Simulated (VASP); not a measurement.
# Si (Fd-3m) in VASP: a series of runs, part 2 of 2

VASP 6.6.1. Earlier steps stand in the parts before.

## Step 3: Relaxation of cell and atoms, r2SCAN

POSCAR reads:

```
Si
1.0
    0.0000000000      2.7218511900      2.7218511900
    2.7218511900      0.0000000000      2.7218511900
    2.7218511900      2.7218511900      0.0000000000
Si
2
Direct
    0.7500000000      0.7500000000      0.7500000000
    0.5000000000      0.5000000000      0.5000000000
```

INCAR.step1 reads:

```
PREC     = Accurate       # precision mode
ENCUT    = 600            # plane-wave cutoff, eV
ISMEAR   = 0              # smearing method
SIGMA    = 0.02           # smearing width, eV
LREAL    = F              # projectors in reciprocal space
LASPH    = T              # aspherical terms in the spheres
NELM     = 100            # most SCF steps
GGA      = PE             # functional
ALGO     = Normal         # electronic algorithm
EDIFF    = 1E-4           # SCF threshold, eV
LWAVE    = T              # write WAVECAR
LCHARG   = F              # write CHGCAR
```

INCAR.step2 reads:

```
PREC     = Accurate       # precision mode
ENCUT    = 600            # plane-wave cutoff, eV
EDIFF    = 1E-6           # SCF threshold, eV
ISMEAR   = 0              # smearing method
SIGMA    = 0.02           # smearing width, eV
LREAL    = F              # projectors in reciprocal space
LASPH    = T              # aspherical terms in the spheres
NELM     = 100            # most SCF steps
ALGO     = Normal         # electronic algorithm
ISIF     = 3              # what is computed and relaxed
LWAVE    = F              # write WAVECAR
LCHARG   = F              # write CHGCAR
METAGGA  = R2SCAN         # meta-GGA
LMIXTAU  = T            
IBRION   = 2              # ionic algorithm
NSW      = 100            # ionic steps
EDIFFG   = -0.002         # ionic threshold
ISTART   = 1
```

KPOINTS reads:

```
Automatic mesh
0
Gamma
  8 8 8
```

Potentials or basis: VASP PAW PBE potentials, release 64 (Si).

Launch:

```
$ cat potpaw_PBE.64/Si/POTCAR > POTCAR
$ cp INCAR.step1 INCAR
$ mpirun -np 1 vasp_std > vasp.out
$ cp INCAR.step2 INCAR
$ mpirun -np 1 vasp_std > vasp.out
```

OUTCAR:

```text
PREC = Accurate
   ENCUT = 600
   EDIFF = 1E-6
   ISMEAR = 0
   LREAL = F
   LASPH = T
   NELM = 100
   ISIF = 3
   METAGGA = R2SCAN
   IBRION = 2
   NSW = 100
   EDIFFG = -0.002
   ISTART = 1

 ion  position               nearest neighbor table
   1  0.750  0.750  0.750-   2 2.36   2 2.36   2 2.36   2 2.36
   2  0.500  0.500  0.500-   1 2.36   1 2.36   1 2.36   1 2.36

  LATTYP: Found a face centered cubic cell.
 ALAT       =     5.4437023800

  Lattice vectors:

 A1 = (   0.0000000000,   2.7218511900,   2.7218511900)
 A2 = (   2.7218511900,   0.0000000000,   2.7218511900)
 A3 = (   2.7218511900,   2.7218511900,   0.0000000000)

Analysis of symmetry for initial positions (statically):
=====================================================================
 Subroutine PRICEL returns:
 Original cell was already a primitive cell.

 Routine SETGRP: Setting up the symmetry group for a
 face centered cubic supercell.

 Subroutine GETGRP returns: Found 48 space group operations
 (whereof 24 operations were pure point group operations)
 out of a pool of 48 trial point group operations.

The static configuration has the point symmetry T_d .
 The point group associated with its full space group is O_h .

Analysis of symmetry for dynamics (positions and initial velocities):
=====================================================================
 Subroutine PRICEL returns:
 Original cell was already a primitive cell.

 Routine SETGRP: Setting up the symmetry group for a
 face centered cubic supercell.

 Subroutine GETGRP returns: Found 48 space group operations
 (whereof 24 operations were pure point group operations)
 out of a pool of 48 trial point group operations.

The dynamic configuration has the point symmetry T_d .
 The point group associated with its full space group is O_h .

 Subroutine INISYM returns: Found 48 space group operations
 (whereof 24 operations are pure point group operations),
 and found     1 'primitive' translations

----------------------------------------------------------------------------------------

                                     Primitive cell

  volume of cell :      40.3295

  direct lattice vectors                    reciprocal lattice vectors
     0.000000000  2.721851190  2.721851190    -0.183698507  0.183698507  0.183698507
     2.721851190  0.000000000  2.721851190     0.183698507 -0.183698507  0.183698507
     2.721851190  2.721851190  0.000000000     0.183698507  0.183698507 -0.183698507

  length of vectors
     3.849278868  3.849278868  3.849278868     0.318175147  0.318175147  0.318175147

  position of ions in fractional coordinates (direct lattice)
     0.750000000  0.750000000  0.750000000
     0.500000000  0.500000000  0.500000000

  ion indices of the primitive-cell ions
   primitive index   ion index
                 1           1
                 2           2

----------------------------------------------------------------------------------------

 KPOINTS: Automatic mesh

Automatic generation of k-mesh.
 Grid dimensions read from file:
 generate k-points for:    8    8    8

 Generating k-lattice:

  Cartesian coordinates                     Fractional coordinates (reciprocal lattice)
[... 49 lines left out ...]
   NGXF,Y,Z  is equivalent  to a cutoff of  27.64, 27.64, 27.64 a.u.
 SYSTEM =  unknown system
   PREC   = accura    normal or accurate (medium, high low for compatibility)
   ISTART =      1    job   : 0-new  1-cont  2-samecut
   ICHARG =      0    charge: 1-file 2-atom 10-const
   ISPIN  =      1    spin polarized calculation?
   LNONCOLLINEAR =      F non collinear calculations
   LSORBIT =      F    spin-orbit coupling
   LASPH  =      T    aspherical Exc in radial PAW
   ENCUT  =  600.0 eV  44.10 Ry    6.64 a.u.   7.69  7.69  7.69*2*pi/ulx,y,z
   NELM   =    100;   NELMIN=  2; NELMDL=  0     # of ELM steps
   EDIFF  = 0.1E-05   stopping-criterion for ELM
   LREAL  =      F    real-space projection
   EDIFFG = -.2E-02   stopping-criterion for IOM
   NSW    =    100    number of steps for IOM
   IBRION =      2    ionic relax: 0-MD 1-quasi-New 2-CG
   NFREE  =      1    steps in history (QN), initial steepest desc. (CG)
   ISIF   =      3    stress and relaxation
   ISYM   =      2    0-nonsym 1-usesym 2-fastsym
   POTIM  = 0.5000    time-step for ionic-motion
   TEBEG  =    0.0;   TEEND  =   0.0 temperature during run
   PSTRESS=    0.0 pullay stress
   NELECT =       8.0000    total number of electrons
   NUPDOWN=      -1.0000    fix difference up-down
   EMIN   =  10.00;   EMAX   =-10.00  energy-range for DOS
   EFERMI =   0.00;   METHOD = LEGACY
   ISMEAR =     0;   SIGMA  =   0.02  broadening in eV -4-tet -1-fermi 0-gaus
   EFERMI_NEDOS =   21; number of points for ismear=-14 and -15
   IALGO  =     38    algorithm
   IMIX   =      4    mixing-type and parameters
     AMIX     =   0.40;   BMIX     =  1.00
     AMIX_MAG =   1.60;   BMIX_MAG =  1.00
  volume/ion in A,a.u.               =      20.16       136.08
  Fermi-wavevector in a.u.,A,eV,Ry     =   0.954766  1.804247 12.402783  0.911579
  Thomas-Fermi vector in A             =   2.083543
   LORBIT       =      0    0 simple, 1 ext, 2 COOP (PROOUT), +10 PAW based schemes
   METAGGA = R2SCAN    functional components
   LHFCALC =     F    Hartree Fock is set to
   AEXX    =    0.0000 exact exchange contribution
   IVDW    =     0    specifies the selected vdW correction
   LEPSILON=     F    determine dielectric tensor
   LRPA    =     F    only Hartree local field effects (RPA)
 conjugate gradient relaxation of ions
 non-spin polarized calculation
 Gauss-broadening in eV      SIGMA  =   0.02
  energy-cutoff  :      600.00
  volume of cell :       40.33
 maximum number of plane-waves:      1365
   NGX = 15   NGY = 15   NGZ = 15

--------------------------------------- Ionic step        1  -------------------------------------------

 number of electron       8.0000000 magnetization

 Free energy of the ion-electron system (eV)
  ---------------------------------------------------
  ext. energy  EPLUGINS =         0.00000000
  ---------------------------------------------------
  free energy    TOTEN  =       -17.54683887 eV

  energy without entropy =      -17.54683887  energy(sigma->0) =      -17.54683887

------------------------ aborting loop because EDIFF is reached ----------------------------------------

  FORCE on cell =-STRESS in cart. coord.  units (eV):
  Direction    XX          YY          ZZ          XY          YZ          ZX
  --------------------------------------------------------------------------------------
  -------------------------------------------------------------------------------------
  Total       -0.0509661     -0.0509661     -0.0509661     -0.0000000     -0.0000000     -0.0000000
  in kB       -2.0247363     -2.0247363     -2.0247363     -0.0000000     -0.0000000     -0.0000000
  external PRESSURE =      -2.0247363 kB  Pullay stress =       0.0000000 kB
[... 59 lines left out ...]
--------------------------------------- Ionic step        3  -------------------------------------------

 number of electron       8.0000000 magnetization

 Free energy of the ion-electron system (eV)
  ---------------------------------------------------
  ext. energy  EPLUGINS =         0.00000000
  ---------------------------------------------------
  free energy    TOTEN  =       -17.54689381 eV

  energy without entropy =      -17.54689381  energy(sigma->0) =      -17.54689381

 E-fermi :   5.8118     XC(G=0):  -9.8343

 val. band max:        5.6872059365   @ k =   0.0000   0.0000   0.0000
 cond. band min:       6.5091727083   @ k =   0.3750   0.3750   0.0000
 fundamental gap:      0.8219667718
 Fermi energy:         5.8118070566

 k-point     1 :       0.0000    0.0000    0.0000
  band No.  band energies     occupation
      1      -6.8029      2.00000
      2       5.6872      2.00000
      3       5.6872      2.00000
      4       5.6872      2.00000
      5       8.4431      0.00000
      6       8.4431      0.00000
      7       8.4431      0.00000
      8       9.6139      0.00000
[... 243 lines left out ...]
 k-point    24 :      -0.3750    0.2500    0.1250
  band No.  band energies     occupation
      1      -3.7969      2.00000
      2      -1.3677      2.00000
      3       2.1132      2.00000
      4       3.4286      2.00000
      5       9.0696      0.00000
      6       9.0977      0.00000
      7      12.0128      0.00000
      8      13.2838      0.00000

 [... further k-points ...]

------------------------ aborting loop because EDIFF is reached ----------------------------------------

  FORCE on cell =-STRESS in cart. coord.  units (eV):
  Direction    XX          YY          ZZ          XY          YZ          ZX
  --------------------------------------------------------------------------------------
  -------------------------------------------------------------------------------------
  Total        0.0002737      0.0002737      0.0002737     -0.0000000      0.0000000      0.0000000
  in kB        0.0108960      0.0108960      0.0108960     -0.0000000      0.0000000      0.0000000
  external PRESSURE =       0.0108960 kB  Pullay stress =       0.0000000 kB
[... 17 lines left out ...]
  FREE ENERGIE OF THE ION-ELECTRON SYSTEM (eV)
  ---------------------------------------------------
  free  energy   TOTEN  =       -17.5468938094 eV

  energy  without entropy=      -17.5468938094  energy(sigma->0) =      -17.54689381

 reached required accuracy - stopping structural energy minimisation
```

Wall time 46 s (1 thread of Intel Xeon Platinum 8559C (Emerald Rapids), shared host); peak memory 0.18 GiB.

What came out:

* Free energy: -17.5469 eV
* Relaxed volume: 20.12 Å³/atom
* Relaxed cell: a = 3.847 Å, b = 3.847 Å, c = 3.847 Å, α = 60.00°, β = 60.00°, γ = 60.00°
* Space group after relaxing (to 0.05 Å): Fd-3m (No. 227)
* Energy gained by relaxing: 0.0 meV/atom
* Ionic steps: 3
* Pressure after relaxing: 0.0 GPa
* Band gap on the k mesh: 0.82 eV, indirect (least direct gap 2.76 eV)

Final structure:
```
CELL_PARAMETERS angstrom
0.00000 2.71995 2.71995
2.71995 0.00000 2.71995
2.71995 2.71995 0.00000
ATOMIC_POSITIONS crystal
Si 0.75000 0.75000 0.75000
Si 0.50000 0.50000 0.50000
```

Caveat: the PAW data sets were made with another functional, which shifts forces and pressure a little. r2SCAN opens gaps a little over a GGA but as a rule still falls short of measured ones.

## Step 4: Single point, r2SCAN

POSCAR reads:

```
Si
1.0
    0.0000000000      2.7221156830      2.7221156830
    2.7221156830      0.0000000000      2.7221156830
    2.7221156830      2.7221156830      0.0000000000
Si
2
Direct
    0.7500000000      0.7500000000      0.7500000000
    0.5000000000      0.5000000000      0.5000000000
```

INCAR.step1 reads:

```
SYSTEM = Si
PREC = Accurate
ENCUT = 520
ISMEAR = 0
SIGMA = 0.02
LREAL = .False.
LASPH = .True.
NELM = 100
NBANDS = 11
GGA = PE
ALGO = Normal
EDIFF = 1E-4
LWAVE = .True.
LCHARG = .False.
```

INCAR.step2 reads:

```
SYSTEM = Si
PREC = Accurate
ENCUT = 520
EDIFF = 1E-7
ISMEAR = 0
SIGMA = 0.02
LREAL = .False.
LASPH = .True.
NELM = 100
ALGO = Normal
ISIF = 2
LWAVE = .False.
LCHARG = .False.
METAGGA = R2SCAN
LMIXTAU = .True.
NBANDS = 11
ISTART = 1
```

KPOINTS reads:

```
regular mesh
0
Gamma
  8 8 8
  0 0 0
```

Launch:

```
$ cat potpaw_PBE.64/Si/POTCAR > POTCAR
$ cp INCAR.step1 INCAR
$ mpirun -np 1 vasp_std > vasp.out
$ cp INCAR.step2 INCAR
$ mpirun -np 1 vasp_std > vasp.out
```

Run time: 35 s. Hardware: 1 thread of Intel Xeon Platinum 8559C (Emerald Rapids), shared host; peak memory 0.16 GiB.

Results (log left out):

* Free energy: -17.5471 eV
* Pressure: -0.2 GPa
* Band gap on the k mesh: 0.83 eV, indirect (least direct gap 2.75 eV)

Levels at points of the mesh, in eV from the valence-band top:
| k point | band 1 | band 2 | band 3 | band 4 | band 5 | band 6 | band 7 | band 8 |
| --- | --- | --- | --- | --- | --- | --- | --- | --- |
| (0.00, 0.00, 0.00) | -12.47 | 0.00 | 0.00 | 0.00 | 2.75 | 2.75 | 2.75 | 3.90 |
| (0.50, 0.00, 0.00) | -10.04 | -7.23 | -1.27 | -1.27 | 1.86 | 3.59 | 3.59 | 8.33 |
| (0.50, 0.50, 0.00) | -8.13 | -8.13 | -2.99 | -2.99 | 0.93 | 0.93 | 10.81 | 10.81 |

Caveat: the PAW data sets were made with another functional, which shifts forces and pressure a little.
